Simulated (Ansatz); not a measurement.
# Hf2NS2 MXene monolayer in a perpendicular field, part 2 of 2

Wanted: the out-of-plane response of the Hf2NS2 MXene monolayer. A positive field points along +c.

Ansatz 0.2.0; plane-wave DFT, PBE-D3(BJ), Ansatz PAW (set soft_1); PAW set soft_1.

So far. Step 2 (Relaxation): The lattice constant a goes from 3.217 to 3.383 Å.

## (3) Atoms held, field 0

A sawtooth potential applies the field, turning back in the middle of the vacuum. With the dipole correction the typed value is the field outside the slab. The induced dipole is small, so the SCF threshold is tight.

The cell differs from the one that the last finished run ended in (c 43.448 → 23.670 Å).

input.yaml reads:

```yaml
crystal:
  lattice:
    - [3.3830168162, 0.0, 0.0]
    - [-1.6915084081, 2.9297785042, 0.0]
    - [0.0, 0.0, 23.6702966923]
  atoms:
    - { symbol: S, position: [0.3333333333, 0.6666666667, 0.380223371] }
    - { symbol: Hf, position: [0.6666666667, 0.3333333333, 0.446133746] }
    - { symbol: "N", position: [0.0, 0.0, 0.5] }
    - { symbol: Hf, position: [0.3333333333, 0.6666666667, 0.553866254] }
    - { symbol: S, position: [0.6666666667, 0.3333333333, 0.619776629] }
kpoints:
  mp_grid: { grid: [18, 18, 1] }
  band_path:
    path: [[0, 0, 0], [0.5, 0, 0], [0.33333333, 0.33333333, 0], [0, 0, 0]]
    npoints: 16
hamiltonian:
  xc: pbe
  dispersion: d3bj
  pseudopotentials: { kind: paw, azcp: { folder: soft_1 } }
scf:
  occupations: { method: fermi_dirac, width: 0.02585 }
  convergence: { dr2_threshold: 1.0e-10 }
efield:
  axis: 3
  dipole_correction: true
  ramp_position: 0.97
  ramp_width: 0.06
  amplitude: 0
output:
  dos: { projected: true, e_range: [-6, 5] }
  write_potential: true
  write_density: true
  volumetric_format: npy
  elf: true
```

The run is started by

```console
> ansatz run input.yaml --threads 2 --pin off --max-ram 3072MiB --backend cpu --events-out ev --progress --plain --runs-dir out
```

Numbers of over 12 decimals in the logs are rounded to 6 here.

The log of the run:

```text
[...]
Crystal: 5 atoms, lattice volume = 234.608 Å³
Basis set: ecut = 420 eV, 4603 PW (Γ)
Bands: 42, of which v1, the nominal top of the filled ones, is band 35 counted from 1 (34 counted from 0)
Symmetry: 6 space group operations
k-points: 37 of 324 (time reversal used)
[...]
SCF iter   1: F=—  HF=-33644.293355 eV  |F-HF|=—  |Δ(HF+E_count)|=         —  Δρ=5.56e-2  dr2=1.01e1  ethr=3.10e-3  p=0.000 e·Å  D=6.70e-15 V/Å  ΔV_dip=-0.00 eV  dr2_dipole=2.65e-8  V_vac-E_F(+/−)=6.85/6.85 eV  ⟨swp⟩=9.4  Hψ=7415  notcnv=0
efield: sawtooth ramp at fractional position 0.9700 (set: `efield.ramp_position`, or a place that a band, a saddle search or an elastic batch's reference lends), width 0.0600; the density the first Hamiltonian is built on has a dipole p = 0.000 e·Å; the dipole correction subtracts the counter field D = 6.70e-15 V/Å, which shifts the + side's vacuum level by -0.00 eV against the − side's; the planar-averaged density in the ramp window peaks in size at 2.6e-6 e/Å³
[...]
SCF iter   2: F=—  HF=-33644.802261 eV  |F-HF|=—  |Δ(HF+E_count)|=   5.09e-1  Δρ=7.31e-2  dr2=1.42e1  ethr=3.10e-3  p=-0.000 e·Å  D=-1.10e-5 V/Å  ΔV_dip=0.00 eV  dr2_dipole=3.32e-8  V_vac-E_F(+/−)=4.57/4.57 eV  ⟨swp⟩=4.3  Hψ=4239  notcnv=0  defer=72
[...]
SCF iter  13: F=-33641.646822 eV  HF=-33641.646822 eV  |F-HF|=7.28e-12  |Δ(HF+E_count)|=  8.73e-11  Δρ=6.49e-8  dr2=5.90e-12  ethr=1.00e-12  p=-0.000 e·Å  D=-5.64e-8 V/Å  ΔV_dip=0.00 eV  dr2_dipole=3.63e-13  V_vac-E_F(+/−)=5.57/5.57 eV  ⟨swp⟩=3.3  Hψ=3607  notcnv=0
SCF 1 converged in 13 iterations: F = -33641.646822 eV  dr2 = 5.90e-12
[...]
NSCF: frozen V_eff on 49 k-points
efield: sawtooth ramp at fractional position 0.9700 (kept from the solve that this one continues, or follows in the run), width 0.0600; the density the first Hamiltonian is built on has a dipole p = -0.000 e·Å; the dipole correction subtracts the counter field D = -5.64e-8 V/Å, which shifts the + side's vacuum level by +0.00 eV against the − side's; the planar-averaged density in the ramp window peaks in size at 2.9e-6 e/Å³
WARN: The output density's exchange-correlation potential varies sharply where the density is thin. Do not read a vacuum level from v_tot or v_xc, or from such a field of the output density. On a cell that repeats whose density bears no net charge and no dipole along the vacuum's axis use v_es (v_loc + v_h of the components); under efield.dipole_correction with no amplitude use v_es + v_field, which holds any externa [...]
SCF converged after 13 iterations
Free energy (F): -33641.646822 eV
[...]
Internal energy: -33641.641619 eV  (E = F + TS)
E sigma→0 (E₀):  -33641.644221 eV
Entropy (-TS):   -0.005203 eV (-1.041 meV/atom)
Fermi energy:    1.279315 eV
Dipole field:    D = 0.000001 V/Å  (p = 0.000001 e·Å, saw-weighted, corrected)
Work function:   Φ+ = 5.5682 eV   Φ− = 5.5682 eV
Levels:          The Fermi level and band energies are counted from a zero that moves with the ramp; work functions are not
[...]
--- Band table (eV; the first three rows and the last of 37) ---
  k-point 0: bands = [... 31 lower, -0.5677, 0.5431, 0.5431, 1.9550, 1.9550, 2.2417, 3.3130, 3.9880, ... 3 higher]
  k-point 1: bands = [... 31 lower, -0.3317, 0.2167, 0.4055, 1.9168, 2.1103, 2.3358, 3.4379, 3.8889, ... 3 higher]
  k-point 2: bands = [... 31 lower, -0.4678, -0.2158, 0.1346, 1.6455, 2.4341, 2.6053, 3.6387, 3.9142, ... 3 higher]
  k-point 36: bands = [... 31 lower, -2.0659, -1.6311, -1.6311, 2.8205, 2.8205, 3.4249, 5.1948, 5.1948, ... 3 higher]
```

Elapsed: 41 s, on 2 threads of Arm Neoverse V1, shared host; peak memory 0.67 GiB; 81 s of CPU time.

The column dr2 measures how far the density is from self-consistency, as an energy; F and HF (Harris–Foulkes) agree once it is small.

Numbers from this step:

| Property | Result |
| --- | --- |
| energy at zero smearing | -33641.6442 eV |
| work function, upper face | 5.568 eV |
| dipole along the normal | 8.97e-7 e·Å |

Running mean over a fixed 2.5 Å (it still follows the layers) of the planar mean; the ramp of the sawtooth is left out. Electron's electrostatic potential energy less the Fermi level against z:

```tsv
z (Å)	electron's electrostatic potential energy less the Fermi level (eV)
3.0	5.57
3.5	5.57
4.0	5.57
4.5	5.57
5.0	5.57
5.5	5.56
6.0	5.55
6.5	5.46
7.0	5.03
7.5	3.39
8.0	0.904
8.5	-1.54
9.0	-4.24
9.5	-7.11
10.0	-8.52
10.5	-8.68
11.0	-8.87
11.5	-8.94
12.0	-8.94
12.5	-8.93
13.0	-8.72
13.5	-8.62
14.0	-7.83
14.5	-5.27
15.0	-2.37
15.5	0.0366
16.0	2.58
16.5	4.64
17.0	5.39
17.5	5.53
18.0	5.56
18.5	5.57
19.0	5.57
19.5	5.57
20.0	5.57
20.5	5.57
```

The density of states has structure finer than the step of the table below, so its rows give means over 0.2 eV, whole bins alone (the curve runs from -6 to 1.99 eV). Peaks (eV: height): -4.81: 17.7, -4.73: 14.3, -4.43: 6.50, -4.04: 20.8, -3.38: 8.92, -2.94: 6.74, -2.17: 9.22.

The density of states by energy, zero at the Fermi level; means over each step:

```tsv
energy (eV)	density of states (states/eV a cell)
-5.8	1.14
-5.6	1.66
-5.4	3.45
-5.2	3.84
-5.0	0.925
-4.8	9.82
-4.6	1.68
-4.4	3.76
-4.2	2.06
-4.0	8.93
-3.8	1.41
-3.6	1.27
-3.4	3.96
-3.2	4.25
-3.0	3.81
-2.8	4.94
-2.6	3.75
-2.4	4.89
-2.2	5.71
-2.0	3.99
-1.8	3.25
-1.6	2.07
-1.4	0.752
-1.2	0.499
-1.0	0.982
-0.8	0.966
-0.6	0.886
-0.4	0.958
-0.2	1.02
0.0	1.11
0.2	1.28
0.4	1.46
0.6	1.23
0.8	1.08
1.0	1.48
1.2	1.20
1.4	1.20
1.6	1.35
1.8	2.43
```

Projected DOS per atom over height of the atomic layer and energy from the Fermi level. Layers: S Hf N Hf S from below.

Values in states/eV, 22 rows by 5 columns, each cell a mean:
```
0.13 0.88 0.28 0.88 0.13
0.10 0.47 0.10 0.47 0.10
0.11 0.49 0.09 0.49 0.11
0.09 0.41 0.07 0.41 0.09
0.16 0.46 0.10 0.46 0.16
0.14 0.36 0.07 0.36 0.14
0.14 0.31 0.06 0.31 0.14
0.17 0.26 0.05 0.26 0.17
0.19 0.15 0.06 0.15 0.19
0.41 0.12 0.15 0.12 0.41
1.10 0.36 0.27 0.36 1.10
1.84 0.50 0.41 0.50 1.84
1.53 0.38 0.36 0.38 1.53
1.56 0.51 0.23 0.51 1.56
1.48 0.64 0.24 0.64 1.48
0.41 0.20 0.11 0.20 0.41
1.48 0.72 0.64 0.72 1.48
0.83 0.43 0.35 0.43 0.83
0.28 0.87 3.46 0.87 0.28
0.31 0.37 0.99 0.37 0.31
0.25 0.52 1.56 0.52 0.25
0.10 0.23 0.60 0.23 0.10
```
Columns: height of the atomic layer (Å) from 9 to 14.7 (not evenly spaced); rows upwards: energy from the Fermi level (eV) from -5.96 to 1.96.

Electronic bands along the path, in eV, zero at the Fermi level:

```tsv
point	band 31	band 32	band 33	band 34	band 35	band 36	band 37	band 38
Γ	-1.85	-1.85	-0.74	-0.74	0.68	0.68	0.96	2.03
halfway	-2.85	-2.04	-2.04	-1.59	-0.52	1.95	2.09	2.30
M	-3.41	-2.38	-2.19	-1.75	-1.14	1.72	3.56	3.76
halfway	-3.38	-3.00	-2.76	-2.40	-0.03	2.53	2.85	2.93
K	-3.35	-3.35	-2.91	-2.91	1.54	1.54	2.15	3.92
halfway	-2.72	-2.58	-2.32	-2.05	0.45	0.79	2.81	3.01
Γ	-1.85	-1.85	-0.74	-0.74	0.68	0.68	0.96	2.03
```

Valence density in the ca plane at fractional y = 0.333, with atoms of Hf and S within 0.2 Å of it. It is the smooth field of the valence electrons, not physical close to the nuclei.

Ten steps, logarithmic in the rise over the least value, from '0' (0 e/Å³) to '9' (43 e/Å³), each cell a mean:
```
00000000000000000112321100001112210000000000
00000000000000000125763100001122221000000000
00000000000000000138995100001221121000000000
00000000000000000137984100001222221000000000
00000000000000000114542100001122221000000000
00000000000000001111111110111111110000000000
00000000000000011110001111111100000000000000
00000000000000011110001111111100000000000000
00000000000000011111101111111111100000000000
```
Columns run along c (16.0 Å, from fractional 0.14 to 0.81 of the cell), rows up along a (3.4 Å). Atoms in or near the plane, at fractional coordinates: Hf at (0.45, 0.67), S at (0.62, 0.67).

Electrostatic potential energy in the ca plane at fractional y = 0.333, with atoms of Hf and S within 0.2 Å of it. With pseudopotentials it is smooth inside the atoms' cores, unlike the true potential.

Ten even steps from '0' (-33 eV) to '9' (7 eV), each cell a mean:
```
99999999999999999999886422578877776557999999
99999999999999999999874000157888872002799999
99999999999999999999862031047888850000699999
99999999999999999999873010057888861000799999
99999999999999999999875201368887874225899999
99999999999999999998887655678776677778999999
99999999999999999998778877888765578899999999
99999999999999999998778888888754568999999999
99999999999999999998888767788765678889999999
```
Columns run along c (16.0 Å, from fractional 0.08 to 0.75 of the cell; values clipped at the 3rd and 97th percentile), rows up along a (3.4 Å). Atoms in or near the plane, at fractional coordinates: Hf at (0.45, 0.67), S at (0.62, 0.67).

ELF in the ca plane at fractional y = 0.333, with atoms of Hf and S within 0.2 Å of it. It is the smooth field of the valence electrons, not physical close to the nuclei.

Ten even steps from '0' (0.00) to '9' (0.92), each cell a mean:
```
00000000000000000235542354223211268999864100
00000000000000000011213788521222588569986310
00000000000000000000014899721223685018997410
00000000000000000001114899621223686238996310
00000000000000000123422576312211378889975200
00000000000000001356763222134211136887642000
00000000000000013578886311355312212332100000
00000000000000013678887422465312211211000000
00000000000000012467875211245311124665320000
```
Columns run along c (16.0 Å, from fractional 0.08 to 0.75 of the cell), rows up along a (3.4 Å). Atoms in or near the plane, at fractional coordinates: Hf at (0.45, 0.67), S at (0.62, 0.67).

The work function of the upper face is 5.57 eV.

## (4) Atoms held, field 0.1 V/Å

input.yaml: that of step 3 with these lines changed.

```diff
@@ -26,7 +26,6 @@
   dipole_correction: true
-  ramp_position: 0.97
-  ramp_width: 0.06
-  amplitude: 0
+  ramp_position: 0.9472
+  ramp_width: 0.1056
+  amplitude: 0.1
 output:
-  dos: { projected: true, e_range: [-6, 5] }
   write_potential: true
@@ -34,2 +33 @@
   volumetric_format: npy
-  elf: true
```

The log of the run:

```text
[...]
Crystal: 5 atoms, lattice volume = 234.608 Å³
Basis set: ecut = 420 eV, 4603 PW (Γ)
Bands: 42, of which v1, the nominal top of the filled ones, is band 35 counted from 1 (34 counted from 0)
Symmetry: 6 space group operations
k-points: 37 of 324 (time reversal used)
[...]
k-point 0: bands = [... 31 lower, -0.5681, 0.5429, 0.5429, 1.9547, 1.9547, 2.2413, 3.3124, 3.9878, ... 3 higher]
  k-point 1: bands = [... 31 lower, -0.3321, 0.2165, 0.4053, 1.9164, 2.1100, 2.3354, 3.4372, 3.8885, ... 3 higher]
  k-point 2: bands = [... 31 lower, -0.4683, -0.2158, 0.1344, 1.6451, 2.4337, 2.6049, 3.6380, 3.9139, ... 3 higher]
  k-point 36: bands = [... 31 lower, -2.0519, -1.6505, -1.6123, 2.8173, 2.8231, 3.4246, 5.1941, 5.1949, ... 3 higher]
[key lines of the parts left out:]
SCF converged after 14 iterations
Free energy (F): -33641.648851 eV
Fermi energy:    1.279002 eV
Dipole field:    D = 0.031289 V/Å  (p = 0.040568 e·Å, saw-weighted, corrected)
```

Run time: 40 s. Hardware: 2 threads; peak memory 0.65 GiB; 80 s of CPU time.

The dipole is 0.0406 e·Å.

## (5) Atoms held, field -0.1 V/Å

input.yaml: that of step 4 with these lines changed.

```diff
@@ -28,3 +28,3 @@
   ramp_width: 0.1056
-  amplitude: 0.1
+  amplitude: -0.1
 output:
```

The log of the run:

```text
[...]
Crystal: 5 atoms, lattice volume = 234.608 Å³
Basis set: ecut = 420 eV, 4603 PW (Γ)
Bands: 42, of which v1, the nominal top of the filled ones, is band 35 counted from 1 (34 counted from 0)
Symmetry: 6 space group operations
k-points: 37 of 324 (time reversal used)
[...]
k-point 0: bands = [... 31 lower, -0.5681, 0.5429, 0.5429, 1.9547, 1.9547, 2.2413, 3.3124, 3.9878, ... 3 higher]
  k-point 1: bands = [... 31 lower, -0.3321, 0.2165, 0.4053, 1.9164, 2.1100, 2.3354, 3.4372, 3.8885, ... 3 higher]
  k-point 2: bands = [... 31 lower, -0.4683, -0.2158, 0.1344, 1.6451, 2.4337, 2.6049, 3.6380, 3.9139, ... 3 higher]
  k-point 36: bands = [... 31 lower, -2.0519, -1.6505, -1.6123, 2.8173, 2.8231, 3.4246, 5.1941, 5.1949, ... 3 higher]
[key lines of the parts left out:]
SCF converged after 14 iterations
Free energy (F): -33641.648851 eV
Fermi energy:    1.279002 eV
Dipole field:    D = -0.031290 V/Å  (p = -0.040568 e·Å, saw-weighted, corrected)
```

It took 40 s on 2 threads; peak memory 0.65 GiB.

The dipole is -0.0406 e·Å.

## (6) Response, atoms held

This step: plane-wave DFT, PBE-D3(BJ), Ansatz PAW (set soft_1); response to a field along the normal, atoms held; PAW set soft_1 (Ansatz 0.2.0).

The dipoles give the slope, and the difference of two potentials shows where the field is screened.

This step gave:

```yaml
equivalent_conductor_thickness_p_eps_0ae: 7.406 Å
distance_between_the_outer_atoms: 5.670 Å
```

Dipole of the cell against applied field:

```tsv
applied field (V/Å)	dipole of the cell (e·Å)
-0.1000	-0.0406
0.0000	9.0e-7
0.1000	0.0406
```

Local field over the applied field, running mean. From the potentials at -0.1 and 0.1 V/Å; running mean over 2.5 Å. Local field over applied field against z:

```tsv
z (Å)	local field over applied field
4.5	0.999
5.0	0.998
5.5	0.993
6.0	0.978
6.5	0.937
7.0	0.841
7.5	0.688
8.0	0.511
8.5	0.332
9.0	0.180
9.5	0.0884
10.0	0.0565
10.5	0.0472
11.0	0.0500
11.5	0.0553
12.0	0.0560
12.5	0.0521
13.0	0.0471
13.5	0.0519
14.0	0.0726
14.5	0.140
15.0	0.275
15.5	0.449
16.0	0.629
16.5	0.794
17.0	0.912
17.5	0.968
18.0	0.990
18.5	0.997
19.0	0.999
19.5	1.000
```

Electrons, planar mean, per unit field. Induced electron density against z:

z (Å), induced electron density (e/Å³ per V/Å) and a bar from the least value:
```
      4.5    0.00000 ###############
      5.0    0.00001 ###############
      5.5    0.00003 ###############
      6.0    0.00009 ###############
      6.5    0.00029 ################
      7.0    0.00086 ##################
      7.5    0.00215 ########################
      8.0    0.00374 ##############################
      8.5    0.00256 #########################
      9.0    0.00075 ##################
      9.5    0.00051 #################
     10.0   -0.00061 #############
     10.5   -0.00008 ###############
     11.0    0.00023 ################
     11.5    0.00012 ################
     12.0    0.00008 ###############
     12.5   -0.00040 #############
     13.0    0.00006 ###############
     13.5    0.00060 #################
     14.0   -0.00011 ###############
     14.5   -0.00078 ############
     15.0   -0.00162 #########
     15.5   -0.00379 
     16.0   -0.00276 ####
     16.5   -0.00120 ##########
     17.0   -0.00043 #############
     17.5   -0.00014 ###############
     18.0   -0.00004 ###############
     18.5   -0.00001 ###############
     19.0    0.00000 ###############
     19.5    0.00000 ###############
```

By hand: between -0.1 and 0.1 V/Å the dipole changes by 0.08114 e·Å, a slope of 0.4057 e·Å²/V. A perfect conductor of thickness t has p = ε₀AEt, so t = 180.95 × 0.4057 / 9.911 = 7.41 Å (e/ε₀ = 180.95 V·Å, A in Å²).

The induced dipole is that of a conductor 7.41 Å thick.

## (7) What came out

```json
{"gap without field": "none", "work function, upper face": "5.57 eV", "equivalent conductor thickness, atoms held": "7.41 Å"}
```

In words: The induced dipole equals that of a perfect conductor 7.41 Å thick, while the outer atoms lie 5.67 Å apart. There is no gap over 0.03 eV, with or without the field. The first relaxation ran with spin and lost its moment, and the later runs have none; other magnetic states were not tried. Spin-orbit coupling is left out, which matters for the bands of elements this heavy. The MXene's terminations sit over the metal atoms of its far layer; the site over carbon or nitrogen, which some compounds prefer, was not run.

[Logs are printed without paths, hosts, clocks, repeated set-up lines and the standing remarks that a program may print on its own settings, such as how far it seeks lower states.]

[Hosts, paths, dates, database ids (printed as entryN), source tags and the programs' standing remarks are cut or masked in the printed files.]

[Maps of the electrostatic potential energy from Ansatz leave out the sawtooth potential of an applied field or a dipole correction, so their vacuum need not be flat; planar profiles and work functions include it.]

[The density of states shown here was stored with 400 of the rows of the run's finer table, so its peaks can read low, often by over a quarter, or be missed, and its means over a window can be off by a tenth or more.]
